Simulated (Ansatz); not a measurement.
# Ga (I4/mmm) in Ansatz: convergence with dr2 threshold

Aim: find how far dr2 threshold must go before the results for Ga settle, at PBEsol. This setting moves, with any that are tied to it; all else stays.

Program: Ansatz 0.2.0. These are calculated values, not measurements. Logs are shortened: lines on timing, memory, paths and dates and some standing lists are left out, and cuts for length are marked.

## 1. The structure

The structure is tetragonal, space group I4/mmm (No. 139). The conventional cell has a = 2.769 Å, b = 2.769 Å, c = 4.622 Å, α = 90.00°, β = 90.00°, γ = 90.00°. Ga (site symmetry 4/mmm) is surrounded by 12 Ga at 2.77 to 3.03 Å.

This isn't the form of Ga at room conditions, which is orthorhombic.

## 2. With dr2 threshold 0.001

Input file input.yaml:

```yaml
crystal:
  lattice:
    - [-1.3843987196, 1.3843987196, 2.3112238365]
    - [1.3843987196, -1.3843987196, 2.3112238365]
    - [1.3843987196, 1.3843987196, -2.3112238365]
  atoms:
    - { symbol: Ga, position: [0.0, 0.0, 0.0] }
kpoints:
  mp_grid: { grid: [13, 13, 13] }
scf:
  occupations: { method: fermi_dirac, width: 0.05 }
  convergence: { dr2_threshold: 0.001 }
hamiltonian:
  xc: pbesol
  pseudopotentials: { kind: all_electron, lapw: { basis_error: 0.001 } }
output:
  forces: true
  stress: true
  eigenvalues: true
```

Potentials or basis: all-electron LAPW, scalar-relativistic.

On the command line:

```console
ansatz run input.yaml --threads 1 --pin off --max-ram 3072MiB --backend cpu --events-out ev --progress --plain --runs-dir out
```

Log:

```text
Warning: scf.convergence.dr2_threshold = 1e-3 eV is looser than this run's default, which is 1e-7 eV or tighter. The error in the forces grows as the threshold's square root, so leave the key out unless less accurate forces are enough
Warning: output.stress: scf.convergence.dr2_threshold = 1e-3 eV is looser than the 1e-7 eV advised for a printed stress on datasets or a basis made for the crystal, by an estimate of what a threshold leaves in their stress. Set scf.convergence.dr2_threshold to 1e-7 eV or tighter
Warning: RAYON_NUM_THREADS=1 ignored (pool sized by the plan → 1); use --threads N
LAPW: plane waves up to 7.898 Å⁻¹, error target 1.0e-3 eV per atom; small_component_spin mean_spin; Ga in spheres of 1.384 Å, 21 of its electrons in bands, Dirac shells [] (how accurate: hamiltonian.pseudopotentials.lapw.basis_error, Limitations)
Engine: ansatz 0.2.0, x86_64-unknown-linux-gnu
Pseudopotentials: kind: all_electron
Pseudopotential: Ga, LAPW, valence charge 21, lapw/all_electron/scalar/gaussian/Ga, Koelling and Harmon's equation, gaussian nucleus
Functional definition: PBEsol
  exchange = pbesol_x
  correlation = pbesol_c
Crystal: 1 atoms, lattice volume = 17.718 Å³
Basis set: ecut = 237.63301347553445 eV, 145 PW (Γ), FFT grids on a1+a3, a2+a3, a3, exchange–correlation at level 2
Bands: 15, of which v1, the nominal top of the filled ones, is band 11 counted from 1 (10 counted from 0)
Symmetry: 16 space group operations
Space group: I4/mmm (ITA 139), of the structure as read, at distance tolerance 2.6e-5 Å
k-points: 196 of 2197
Non-local potential: Ga, projectors of the file, none
Initial density: superposition of atomic densities (chi_scale 0.1, normalization cell)
Initial wavefunctions: plane waves of lowest kinetic energy (no species holds an atomic orbital)
Functional: x = pbesol(κ = 0.804, μ = 0.12345679012345678), c = pbesol(β = 0.046)
iter 1 solved again at ethr=5.90e-5 eV; its pass at ethr=1.00e-1 eV (dr2=1.24e-2 eV) is discarded
SCF iter   1: F=—  HF=-52860.074820 eV  |F-HF|=—  |Δ(HF+E_count)|=         —  Δρ=1.07e-2  dr2=1.24e-2  ethr=5.90e-5  ⟨swp⟩=3.1  Hψ=20269  notcnv=0
preconditioner: auto → Kerker (q_TF=auto, 2.807 Å⁻¹)  [metal: Δε(μ)=0.058 eV  Ē_g=21.444 eV  σ=0.050 eV  W_gap=0.28  n_scr=10 (ndim 8)  ℏωp=31.8 eV  f_vac=0.000  D(μ)=0.33/eV (n_scr^D=0)]
SCF iter   2: F=—  HF=-52860.039458 eV  |F-HF|=—  |Δ(HF+E_count)|=   3.54e-2  Δρ=5.87e-3  dr2=4.36e-3  ethr=5.90e-5  ⟨swp⟩=2.0  Hψ=8769  notcnv=0
SCF iter   3: F=—  HF=-52860.032735 eV  |F-HF|=—  |Δ(HF+E_count)|=   6.72e-3  Δρ=4.41e-3  dr2=2.63e-3  ethr=2.07e-5  ⟨swp⟩=2.0  Hψ=8307  notcnv=0
SCF iter   4: F=—  HF=-52860.031629 eV  |F-HF|=—  |Δ(HF+E_count)|=   1.11e-3  Δρ=2.51e-3  dr2=9.41e-4  ethr=1.25e-5  ⟨swp⟩=2.0  Hψ=8308  notcnv=0
iter 5 solved again at ethr=3.53e-7 eV; its pass at ethr=4.48e-6 eV (dr2=7.42e-5 eV) is discarded
SCF iter   5: F=-52860.031369 eV  HF=-52860.031388 eV  |F-HF|=1.87e-5  |Δ(HF+E_count)|=   2.41e-4  Δρ=6.54e-4  dr2=7.42e-5  ethr=3.53e-7  ⟨swp⟩=2.0  Hψ=14099  notcnv=0
SCF 1 converged in 5 iterations: F = -52860.031369 eV  dr2 = 7.42e-5
SCF converged after 5 iterations
Free energy (F): -52860.031369 eV
Harris-Foulkes:  -52860.031388 eV  (|F-HF|=1.87e-5)
Internal energy: -52860.028521 eV  (E = F + TS)
E sigma→0 (E₀):  -52860.029945 eV
Entropy (-TS):   -0.002848 eV (-2.848 meV/atom)
Fermi energy:    12.565796 eV
--- Per-component energies (eV) ---
  E_band       = -749.310533
  E_kinetic    = 53893.551729
  E_xc         = -2018.969930
  E_electrostatic = -104734.610319  (all electrons and nuclei)
  E_smearing   = -0.002848  (= −TS)
  E_closure    = 0.000000  (closes the sum)
  E_atoms      = -52856.706127  (free atoms, spherical and without spin; not in F)
  Σ components = -52860.031369   (vs F -52860.031369, Δ=0.00e0)
  Basis errors (estimates in eV, not in F): energy 2.7e-4 per atom: plane waves 2.6e-4 (1.4e-4 summed), levels above the bands 4.7e-131, relativity 1.7e-9, radial functions 1.3e-5, core shells 2.4e-11; eigenvalues (radial functions only) 1.1e-4; not estimated: angular momenta, meshes, grids; target (lapw.basis_error) 1.0e-3; muffin-tin radii Ga 1.384 Å
--- Forces (eV/Å), atoms counted from 1 ---
  atom   1  Ga    -0.00000000    -0.00000000    -0.00000000
  max |Σ_I F_I| component: 1.85e-31 eV/Å
--- Stress (GPa, compression-positive) ---
       -0.236238      -0.000000      -0.000000
       -0.000000      -0.236238       0.000000
       -0.000000       0.000000      -0.401360
  P = ⅓ Tr σ = -0.2913 GPa (-2.913 kbar)
--- Band table (eV; the first three rows and the last of 196) ---
  k-point 0: bands = ["-130.7380", "-81.6518", "-81.6298", "-81.6298", "-2.4156", "-2.2530", "-2.2176", "-2.2176", "-2.0548", "1.0837", "25.3090", "25.6168", "25.6168", "28.7656", "29.2168"]
  k-point 1: bands = ["-130.7380", "-81.6519", "-81.6301", "-81.6301", "-2.3895", "-2.2424", "-2.2310", "-2.2107", "-2.0681", "1.3199", "23.9381", "24.2878", "24.8179", "26.9135", "29.5796"]
  k-point 2: bands = ["-130.7379", "-81.6520", "-81.6312", "-81.6309", "-2.3152", "-2.2683", "-2.2187", "-2.1906", "-2.1062", "2.0349", "21.6417", "22.4183", "23.2354", "24.8284", "29.9512"]
  k-point 195: bands = ["-130.7378", "-81.6550", "-81.6310", "-81.6307", "-2.5197", "-2.4226", "-2.0291", "-2.0152", "-2.0135", "8.2229", "8.8047", "18.1688", "19.9182", "23.3998", "25.3053"]
```

Run time: 24 s. Hardware: 1 thread of Intel Xeon at 2.50GHz (Skylake/Cascade Lake), shared host; peak memory 0.33 GiB.

What came out:

- Free energy: -52860.0314 eV
- Pressure: -0.3 GPa
- Band gap on the k mesh: none (metal or under the smearing width)

## 3. With dr2 threshold 0.0001

input.yaml: that of step 2 with these lines changed.

```diff
@@ -11,3 +11,3 @@
   occupations: { method: fermi_dirac, width: 0.05 }
-  convergence: { dr2_threshold: 0.001 }
+  convergence: { dr2_threshold: 0.0001 }
 hamiltonian:
```

Potentials or basis: all-electron LAPW, scalar-relativistic.

On the command line:

```console
ansatz run input.yaml --threads 1 --pin off --max-ram 3072MiB --backend cpu --events-out ev --progress --plain --runs-dir out
```

Wall time 26 s (1 thread of Intel Xeon at 2.50GHz (Skylake/Cascade Lake), shared host); peak memory 0.33 GiB.

What came out:

- Free energy: -52860.0314 eV
- Pressure: -0.3 GPa
- Band gap on the k mesh: none (metal or under the smearing width)

## 4. With dr2 threshold 1e-05

input.yaml: that of step 3 with these lines changed.

```diff
@@ -11,3 +11,3 @@
   occupations: { method: fermi_dirac, width: 0.05 }
-  convergence: { dr2_threshold: 0.0001 }
+  convergence: { dr2_threshold: 1.0e-05 }
 hamiltonian:
```

On the command line:

```console
ansatz run input.yaml --threads 1 --pin off --max-ram 3072MiB --backend cpu --events-out ev --progress --plain --runs-dir out
```

Run time: 23 s. Hardware: 1 thread of Intel Xeon at 2.50GHz (Skylake/Cascade Lake), shared host; peak memory 0.33 GiB.

What came out:

```
Free energy            : -52860.0314 eV
Pressure               : -0.3 GPa
Band gap on the k mesh : none (metal or under the smearing width)
```

## 5. With dr2 threshold 1e-06

input.yaml: that of step 4 with these lines changed.

```diff
@@ -11,3 +11,3 @@
   occupations: { method: fermi_dirac, width: 0.05 }
-  convergence: { dr2_threshold: 1.0e-05 }
+  convergence: { dr2_threshold: 1.0e-06 }
 hamiltonian:
```

On the command line:

```console
ansatz run input.yaml --threads 1 --pin off --max-ram 3072MiB --backend cpu --events-out ev --progress --plain --runs-dir out
```

Run time: 25 s. Hardware: 1 thread of Intel Xeon at 2.50GHz (Skylake/Cascade Lake), shared host; peak memory 0.33 GiB.

What came out:

| Item | Value |
| --- | --- |
| Free energy | -52860.0314 eV |
| Pressure | -0.3 GPa |
| Band gap on the k mesh | none (metal or under the smearing width) |

## 6. With dr2 threshold 1e-07

input.yaml: that of step 5 with these lines changed.

```diff
@@ -11,3 +11,3 @@
   occupations: { method: fermi_dirac, width: 0.05 }
-  convergence: { dr2_threshold: 1.0e-06 }
+  convergence: { dr2_threshold: 1.0e-07 }
 hamiltonian:
```

Potentials or basis: all-electron LAPW, scalar-relativistic.

On the command line:

```console
ansatz run input.yaml --threads 1 --pin off --max-ram 3072MiB --backend cpu --events-out ev --progress --plain --runs-dir out
```

Run time: 25 s. Hardware: 1 thread of Intel Xeon at 2.50GHz (Skylake/Cascade Lake), shared host; peak memory 0.33 GiB.

What came out:

| Item | Value |
| --- | --- |
| Free energy | -52860.0314 eV |
| Pressure | -0.3 GPa |
| Band gap on the k mesh | none (metal or under the smearing width) |

## 7. With dr2 threshold 1e-08

input.yaml: that of step 6 with these lines changed.

```diff
@@ -11,3 +11,3 @@
   occupations: { method: fermi_dirac, width: 0.05 }
-  convergence: { dr2_threshold: 1.0e-07 }
+  convergence: { dr2_threshold: 1.0e-08 }
 hamiltonian:
```

On the command line:

```console
ansatz run input.yaml --threads 1 --pin off --max-ram 3072MiB --backend cpu --events-out ev --progress --plain --runs-dir out
```

Run time: 26 s. Hardware: 1 thread of Intel Xeon at 2.50GHz (Skylake/Cascade Lake), shared host; peak memory 0.33 GiB.

The run converged. Its results:

```
Free energy            : -52860.0314 eV
Pressure               : -0.3 GPa
Band gap on the k mesh : none (metal or under the smearing width)
```

## 8. With dr2 threshold 1e-10

input.yaml: that of step 7 with these lines changed.

```diff
@@ -11,3 +11,3 @@
   occupations: { method: fermi_dirac, width: 0.05 }
-  convergence: { dr2_threshold: 1.0e-08 }
+  convergence: { dr2_threshold: 1.0e-10 }
 hamiltonian:
```

On the command line:

```console
ansatz run input.yaml --threads 1 --pin off --max-ram 3072MiB --backend cpu --events-out ev --progress --plain --runs-dir out
```

Run time: 29 s. Hardware: 1 thread of Intel Xeon at 2.50GHz (Skylake/Cascade Lake), shared host; peak memory 0.33 GiB.

Results (log left out):

```yaml
Free_energy: -52860.0314 eV
Pressure: -0.3 GPa
Band_gap_on_the_k_mesh: none (metal or under the smearing width)
```

## 9. Result

```
dr2 threshold  energy less the tightest run, at zero smearing (meV/atom)  SCF cycles  CPU time (s)  peak memory (GiB)
        0.001                                                       0.01           5            23               0.33
       0.0001                                                       0.00           6            24               0.33
        1e-05                                                       0.00           6            23               0.33
        1e-06                                                       0.00           7            25               0.33
        1e-07                                                       0.00           7            24               0.33
        1e-08                                                       0.00           8            26               0.33
        1e-10                                                       0.00           9            28               0.33
```

Against the tightest run, the energy stays within 1 meV/atom from 0.001 on. The tightest run that finished is the yardstick and may itself not be fully converged.
